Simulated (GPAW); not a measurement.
# CoO (Fm-3m) in GPAW: a series of runs

The runs below take CoO through band structure, Fermi surface, with LDA, BLYP+D3(BJ)+ATM.

All numbers are computed with GPAW 26.7.0; they aren't measurements. Logs are shortened: lines on timing, memory, paths and dates and some standing lists are left out, and cuts for length are marked. The log counts tension as positive stress, the text compression.

**1. The crystal as given**

The structure is cubic, space group Fm-3m (No. 225). Conventional cell: a = 4.263 Å, b = 4.263 Å, c = 4.263 Å, α = 90.00°, β = 90.00°, γ = 90.00°. Around Co (site symmetry m-3m) lie 6 O at 2.13 Å. O (site symmetry m-3m) is surrounded by 6 Co at 2.13 Å.

**2. Band structure, LDA, collinear spin, ferromagnetic start**

run.py reads:

```python
from ase.dft.bandgap import bandgap
from ase.io import write
from ase.spacegroup import crystal
from ase.units import GPa
from gpaw import GPAW, PW, setup_paths

setup_paths.insert(0, '.')

# Co 4a
# O 4b
atoms = crystal(['Co', 'O'],
                basis=[[0.0, 0.0, 0.0],
                       [0.5, 0.0, 0.0]],
                spacegroup=225, setting=1,  # Fm-3m
                cellpar=[4.263, 4.263, 4.263, 90.0, 90.0, 90.0],
                primitive_cell=True)
atoms.set_initial_magnetic_moments([2.0, 0.0])

calc = GPAW(mode=PW(800),
            xc='LDA',
            kpts={'size': (9, 9, 9), 'gamma': True},
            occupations={'name': 'fermi-dirac', 'width': 0.05},
            nbands=17,
            convergence={'density': 1e-05, 'energy': 1e-05},
            maxiter=150,
            txt='gpaw.txt')
atoms.calc = calc
energy = atoms.get_potential_energy()
forces = atoms.get_forces()
stress = atoms.get_stress()
calc.write('gs.gpw')
write('result.traj', atoms)
print(f'Energy: {energy:.6f} eV')
print('Forces (eV/A):')
print(forces.round(4))
print('Stress (GPa):', (stress / GPa).round(3))
print('Moments:', calc.get_magnetic_moments().round(3))
print('Fermi level:', round(calc.get_fermi_level(), 4), 'eV')
print(f'Gap: {bandgap(calc)[0]:.4f} eV, direct: {bandgap(calc, direct=True)[0]:.4f} eV')

path = atoms.cell.bandpath('GXWKGLUWLK,UX', npoints=100, eps=1e-4)
bs_calc = calc.fixed_density(kpts=path, symmetry='off', nbands=25,
                             convergence={'bands': 'CBM+6.0', 'eigenstates': 1e-6}, txt='bands.txt')
bs = bs_calc.band_structure()
bs.write('bs.json')
print(f'Gap on the path: {bandgap(bs_calc)[0]:.4f} eV')
```

Potentials or basis: PAW data sets generated in the run's folder for this functional, pw.

Launch:

```
> gpaw-setup -f LDA Co O
> OMP_NUM_THREADS=1 python run.py
```

gpaw.txt:

```text
__  _  _
 | _ |_)|_||  |
 |__||  | ||/\| - 26.7.0

Input parameters:
  mode=PW(ecut=800.0),
  convergence={'density': 1e-05, 'energy': 1e-05},
  kpts=MonkhorstPack(size=(9, 9, 9), gamma=True),
  maxiter=150,
  nbands=17,
  occupations=Occupations(name='fermi-dirac', width=0.05),
  xc=XC(name='LDA')

Diagonalizing LCAO Hamiltonian
Converting LCAO to pw mode

              O

       Co

Atoms  # Å, Bohr magnetons
|   | symbol |        x |        y |        z |    initial magnetic moments |
|---|--------|----------|----------|----------|-----------------------------|
| 0 |     Co | 0.000000 | 0.000000 | 0.000000 | ( 0.0000,  0.0000,  2.0000) |
| 1 |      O | 2.131500 | 2.131500 | 2.131500 | ( 0.0000,  0.0000,  0.0000) |

Unit cell  # Å
| periodic |        x |        y |        z |  lengths |    angles |
|----------|----------|----------|----------|----------|-----------|
|      yes | 0.000000 | 2.131500 | 2.131500 | 3.014396 | 60.000000 |
|      yes | 2.131500 | 0.000000 | 2.131500 | 3.014396 | 60.000000 |
|      yes | 2.131500 | 2.131500 | 0.000000 | 3.014396 | 60.000000 |

Number of symmetries: 48
Symmetry operations  # r_c * U_cc + t_c -> r_c
|    | kind |            matrix            |
|----|------|------------------------------|
|  0 |  σ   |  1, 0, 0,  1, 0,-1,  1,-1, 0 |
|  1 |  C2  |  1, 0, 0,  1,-1, 0,  1, 0,-1 |
|  2 |  E   |  1, 0, 0,  0, 1, 0,  0, 0, 1 |
|  3 |  σ   |  1, 0, 0,  0, 0, 1,  0, 1, 0 |
|  4 |  C4  |  1, 0,-1,  1, 0, 0,  1,-1, 0 |
|  5 |  S6  |  1, 0,-1,  1,-1, 0,  1, 0, 0 |
|  6 |  σ   |  1, 0,-1,  0, 1,-1,  0, 0,-1 |
|  7 |  C3  |  1, 0,-1,  0, 0,-1,  0, 1,-1 |
|  8 |  S6  |  1,-1, 0,  1, 0, 0,  1, 0,-1 |
|  9 |  C4  |  1,-1, 0,  1, 0,-1,  1, 0, 0 |
| 10 |  C3  |  1,-1, 0,  0,-1, 1,  0,-1, 0 |
| 11 |  σ   |  1,-1, 0,  0,-1, 0,  0,-1, 1 |
| 12 |  σ   |  0, 1, 0,  1, 0, 0,  0, 0, 1 |
| 13 |  C4  |  0, 1, 0,  0, 1,-1, -1, 1, 0 |
| 14 |  C3  |  0, 1, 0,  0, 0, 1,  1, 0, 0 |
| 15 |  S6  |  0, 1, 0, -1, 1, 0,  0, 1,-1 |
| 16 |  C2  |  0, 1,-1,  1, 0,-1,  0, 0,-1 |
| 17 |  σ   |  0, 1,-1,  0, 1, 0, -1, 1, 0 |
| 18 |  S4  |  0, 1,-1,  0, 0,-1,  1, 0,-1 |
| 19 |  C4  |  0, 1,-1, -1, 1, 0,  0, 1, 0 |
| 20 |  C3  |  0, 0, 1,  1, 0, 0,  0, 1, 0 |
| 21 |  σ   |  0, 0, 1,  0, 1, 0,  1, 0, 0 |
| 22 |  S6  |  0, 0, 1,  0,-1, 1, -1, 0, 1 |
| 23 |  C4  |  0, 0, 1, -1, 0, 1,  0,-1, 1 |
| 24 |  S4  |  0, 0,-1,  1, 0,-1,  0, 1,-1 |
| 25 |  C3  |  0, 0,-1,  0, 1,-1,  1, 0,-1 |
| 26 |  C2  |  0, 0,-1,  0,-1, 0, -1, 0, 0 |
| 27 |  S6  |  0, 0,-1, -1, 0, 0,  0,-1, 0 |
| 28 |  S4  |  0,-1, 1,  1,-1, 0,  0,-1, 0 |
| 29 |  C4  |  0,-1, 1,  0, 0, 1, -1, 0, 1 |
| 30 |  C2  |  0,-1, 1,  0,-1, 0,  1,-1, 0 |
| 31 |  σ   |  0,-1, 1, -1, 0, 1,  0, 0, 1 |
| 32 |  C3  |  0,-1, 0,  1,-1, 0,  0,-1, 1 |
| 33 |  S6  |  0,-1, 0,  0, 0,-1, -1, 0, 0 |
| 34 |  S4  |  0,-1, 0,  0,-1, 1,  1,-1, 0 |
| 35 |  C2  |  0,-1, 0, -1, 0, 0,  0, 0,-1 |
| 36 |  C2  | -1, 1, 0,  0, 1, 0,  0, 1,-1 |
| 37 |  S6  | -1, 1, 0,  0, 1,-1,  0, 1, 0 |
| 38 |  S4  | -1, 1, 0, -1, 0, 1, -1, 0, 0 |
| 39 |  C3  | -1, 1, 0, -1, 0, 0, -1, 0, 1 |
| 40 |  S6  | -1, 0, 1,  0, 0, 1,  0,-1, 1 |
| 41 |  C2  | -1, 0, 1,  0,-1, 1,  0, 0, 1 |
| 42 |  C3  | -1, 0, 1, -1, 1, 0, -1, 0, 0 |
| 43 |  S4  | -1, 0, 1, -1, 0, 0, -1, 1, 0 |
| 44 |  C2  | -1, 0, 0,  0, 0,-1,  0,-1, 0 |
| 45 |  i   | -1, 0, 0,  0,-1, 0,  0, 0,-1 |
| 46 |  σ   | -1, 0, 0, -1, 1, 0, -1, 0, 1 |
| 47 |  C2  | -1, 0, 0, -1, 0, 1, -1, 1, 0 |

BZ-sampling:
  Number of BZ points: 729
  Number of IBZ points: 35

  Monkhorst-Pack size: [9, 9, 9]
  Monkhorst-Pack shift: [0, 0, 0]

K-points  # in reciprocal-cell coordinates
|     |                                coordinates |     weight |
|-----|--------------------------------------------|------------|
|   0 | (  0.00000000,   0.00000000,   0.00000000) | 0.00137174 |
|   1 | (  0.11111111,   0.11111111,   0.00000000) | 0.00823045 |
|   2 | (  0.11111111,   0.11111111,   0.11111111) | 0.01097394 |
|   3 | (  0.22222222,   0.11111111,   0.11111111) | 0.01646091 |
|   4 | (  0.22222222,   0.22222222,   0.00000000) | 0.00823045 |
|   5 | (  0.22222222,   0.22222222,   0.11111111) | 0.03292181 |
|   6 | (  0.22222222,   0.22222222,   0.22222222) | 0.01097394 |
|   7 | (  0.33333333,   0.22222222,   0.11111111) | 0.03292181 |
|   8 | (  0.33333333,   0.22222222,   0.22222222) | 0.03292181 |
|   9 | (  0.33333333,   0.33333333,  -0.33333333) | 0.01646091 |
| ... |                                            |            |
|  34 | (  0.44444444,   0.44444444,   0.44444444) | 0.01097394 |

Plane wave coefficients: 1018
Cutoff: 800.0 eV

Spin-components: 2 (collinear spins)
Bands:           17
Projectors:      11
Spin-degeneracy: 1
Datatype:        complex128

Parallelization:
  kpt:    1
  domain: 1
  band:   1

Density:
  Valence electrons: 15.0
  Components: 2
  Grid points: [20 20 20]
  Charge: 0.0  # |e|

Potential:
  Grid points: [20 20 20]

species:
  Co:
    name:    Cobalt
    Z:       27.0
    valence: 9
    core:    18
    charge:  0.0  # [|e|]
    compensation charges:
      type: gauss
      rc: 0.32  # [Å]
      lmax: 2
    cutoffs:
      filter: 1.87  # [Å]
      core: 2.55  # [Å]
    projectors
    | kind |    occ | energy [eV] | rcut [Å] |
    |------|--------|-------------|----------|
    |   4s |  2.000 |      -5.672 |    1.005 |
    |   4p |  0.000 |      -1.387 |    1.058 |
    |   3d |  7.000 |      -8.461 |    1.005 |
    |    s |        |      21.539 |    1.005 |
    |    p |        |      25.825 |    1.058 |
    |    d |        |      18.750 |    1.005 |

    Using partial waves for Co as LCAO basis

  O:
    name:    Oxygen
    Z:       8.0
    valence: 6
    core:    2
    charge:  0.0  # [|e|]
    compensation charges:
      type: gauss
      rc: 0.21  # [Å]
      lmax: 2
    cutoffs:
      filter: 1.17  # [Å]
      core: 0.83  # [Å]
    projectors
    | kind |    occ | energy [eV] | rcut [Å] |
    |------|--------|-------------|----------|
    |   2s |  2.000 |     -23.752 |    0.688 |
    |   2p |  4.000 |      -9.195 |    0.598 |
    |    s |        |       3.459 |    0.688 |
    |    p |        |      18.016 |    0.598 |
    |    d |        |       0.000 |    0.619 |

    Using partial waves for O as LCAO basis

Reference energy: -39866.174776  # eV

eigensolver:
  PPCG
  Converge bands: occupied
  niter=2

density mixing:
  MSR1-Mixer
  Pratt-step length: 0.05
  Maximum mixing coefficient: 0.75
  Old densities: 10
  SVD Regularization: 0.005
  Good broyden scale: 1.0
  Trust region scale: 1.0
  Backstep threshold: 4.0
  History deletion threshold: 6.0
  Fourier metric: weight=20.0, sigma=0.015

occupation numbers:
  Fermi-Dirac:
    width: 0.0500  # eV

poisson solver:
  ecut: 6400.0  # eV

xc functional:
  name: None

convergence criteria:
- Maximum integral of absolute [dens]ity change: 1e-05 electrons / valence electron
- Maximum [total energy] change in last 3 cyles: 1e-05 eV / valence electron
- Maximum integral of absolute [eigenst]ate change: 4e-08 eV^2 / valence electron
maximum number of iterations: 150

SCF iterations
|iter     | |      energy | eigst |  dens |  magmom |
|---------|-|-------------|-------|-------|---------|
|iter:   1| |  -16.541988 | +0.06 |       |  +2.0014|
|iter:   2| |  -16.398064 | -1.92 | -0.87 |  +2.0322|
|iter:   3| |  -16.114418 | -2.05 | -0.93 |  +2.1693|
|iter:   4| |  -16.127391 | -3.08 | -1.32 |  +2.2790|
|iter:   5| |  -16.161717 | -2.79 | -1.52 |  +2.5220|
|iter:   6| |  -16.182395 | -3.07 | -1.82 |  +2.8203|
|iter:   7| |  -16.172478 | -3.35 | -1.74 |  +2.7873|
|iter:   8| |  -16.172783 | -4.64 | -2.53 |  +2.8332|
|iter:   9| |  -16.172803 | -5.56 | -3.06 |  +2.8455|
|iter:  10| |  -16.172805c| -7.40c| -3.98 |  +2.8440|
|iter:  11| |  -16.172804c| -7.71c| -4.27 |  +2.8432|
|iter:  12| |  -16.172804c| -8.21c| -4.88 |  +2.8433|
|iter:  13| |  -16.172804c| -9.19c| -5.50c|  +2.8434|

Converged in 13 steps
Energy contributions relative to reference atoms: (reference = -39866.174776)

Energy contributions:
  Kinetic:          21.687800
  Coulomb:         -19.237509
  Zero:              0.125984
  External:          0.000000
  Xc:              -18.732406
  Entropy:          -0.033348
  Spinorbit:         0.000000
  ----------------------------
  Free energy:     -16.189478
  Extrapolated:    -16.172804

dipole moment: (-11.425338, -11.425338, -11.425338)  # |e|*Ang

Total magnetic moment: (0.000000, 0.000000, 2.843385)

Local magnetic moments
|        x |        y |        z |
|----------|----------|----------|
| 0.000000 | 0.000000 | 2.428865 |  # Co   0
| 0.000000 | 0.000000 | 0.238789 |  # O    1

Fermi level: 8.407
Eigenvalues  # (at kpt = [0.000, 0.000, 0.000])
| band index |      eig [eV] | occ [0-1] |      eig [eV] | occ [0-1] |
|------------|---------------|-----------|---------------|-----------|
|          0 |       -11.769 |     1.000 |       -11.246 |     1.000 |
|          1 |         5.017 |     1.000 |         5.603 |     1.000 |
|          2 |         5.017 |     1.000 |         5.603 |     1.000 |
|          3 |         5.017 |     1.000 |         5.603 |     1.000 |
|          4 |         5.311 |     1.000 |         7.301 |     1.000 |
|          5 |         5.311 |     1.000 |         7.301 |     1.000 |
[... 9 lines left out ...]
|         15 |        29.323 |     0.000 |        30.203 |     0.000 |
|         16 |        29.323 |     0.000 |        30.203 |     0.000 |

No gap
No difference between direct/indirect transitions

Forces  # eV/Ang
|        x |        y |       z |
|----------|----------|---------|
| -0.00000 | -0.00000 | 0.00000 |  # Co   0
|  0.00000 |  0.00000 | 0.00000 |  # O    1

Stress tensor  # eV/Ang^3
|        x |         y |         z |
|----------|-----------|-----------|
| 0.117659 |  0.000000 |  0.000000 |
| 0.000000 |  0.117659 | -0.000000 |
| 0.000000 | -0.000000 |  0.117659 |

# Writing to gs.gpw (mode='')
```

Wall time 69 s (1 thread of Intel Xeon Platinum 8259CL at 2.50GHz (Skylake/Cascade Lake), shared host); peak memory 0.29 GiB.

Results:

| Quantity | Value |
| --- | --- |
| Free energy | -16.1895 eV |
| Pressure | -18.9 GPa |
| Band gap along the path | none (metal or under the smearing width) |
| Net moment | 2.84 μB per cell |
| Site moments | Co +2.43; O +0.24 μB |

Levels at the corners of the path, in eV from the Fermi level:
Spin up:
| point | band 5 | band 6 | band 7 | band 8 | band 9 | band 10 |
| --- | --- | --- | --- | --- | --- | --- |
| Γ | -3.10 | -3.10 | -3.10 | -3.09 | -3.09 | 0.74 |
| X | -4.00 | -2.72 | -2.20 | -2.04 | -2.04 | 5.47 |
| W | -2.32 | -2.32 | -2.32 | -2.04 | -1.26 | 7.69 |
| K | -2.94 | -2.17 | -1.93 | -1.91 | -1.22 | 7.03 |
| Γ | -3.10 | -3.10 | -3.10 | -3.09 | -3.09 | 0.74 |
| L | -2.32 | -2.32 | -1.82 | 0.14 | 0.14 | 4.73 |
| U | -2.94 | -2.17 | -1.93 | -1.91 | -1.22 | 7.03 |
| W | -2.32 | -2.32 | -2.32 | -2.04 | -1.26 | 7.69 |
| L | -2.32 | -2.32 | -1.82 | 0.14 | 0.14 | 4.73 |
| K | -2.94 | -2.17 | -1.93 | -1.91 | -1.22 | 7.03 |
| U | -2.94 | -2.17 | -1.93 | -1.91 | -1.22 | 7.03 |
| X | -4.00 | -2.72 | -2.20 | -2.04 | -2.04 | 5.47 |
Spin down:
| point | band 2 | band 3 | band 4 | band 5 | band 6 | band 7 | band 8 | band 9 | band 10 |
| --- | --- | --- | --- | --- | --- | --- | --- | --- | --- |
| Γ | -2.80 | -2.80 | -2.80 | -1.11 | -1.11 | -1.11 | -0.42 | -0.42 | 1.30 |
| X | -6.66 | -4.07 | -4.07 | -2.28 | 0.06 | 0.18 | 0.18 | 0.56 | 6.23 |
| W | -5.84 | -5.84 | -5.30 | -0.39 | -0.39 | 0.18 | 0.44 | 1.18 | 8.51 |
| K | -6.26 | -5.88 | -4.58 | -1.05 | 0.02 | 0.18 | 0.70 | 1.17 | 7.77 |
| Γ | -2.80 | -2.80 | -2.80 | -1.11 | -1.11 | -1.11 | -0.42 | -0.42 | 1.30 |
| L | -7.84 | -4.93 | -4.93 | -0.11 | -0.11 | 0.19 | 2.33 | 2.33 | 5.10 |
| U | -6.26 | -5.88 | -4.58 | -1.05 | 0.02 | 0.18 | 0.70 | 1.17 | 7.77 |
| W | -5.84 | -5.84 | -5.30 | -0.39 | -0.39 | 0.18 | 0.44 | 1.18 | 8.51 |
| L | -7.84 | -4.93 | -4.93 | -0.11 | -0.11 | 0.19 | 2.33 | 2.33 | 5.10 |
| K | -6.26 | -5.88 | -4.58 | -1.05 | 0.02 | 0.18 | 0.70 | 1.17 | 7.77 |
| U | -6.26 | -5.88 | -4.58 | -1.05 | 0.02 | 0.18 | 0.70 | 1.17 | 7.77 |
| X | -6.66 | -4.07 | -4.07 | -2.28 | 0.06 | 0.18 | 0.18 | 0.56 | 6.23 |

Caveat: so large a pressure means that the cell lies far from this level's equilibrium, or that cutoff or potentials fall short; a cell with one magnetic atom can't hold antiferromagnetic order, which such compounds often take; semilocal functionals often make such compounds metallic where correlation or magnetic order opens a gap, which also shifts bond lengths.

[end of part 1 of 2]
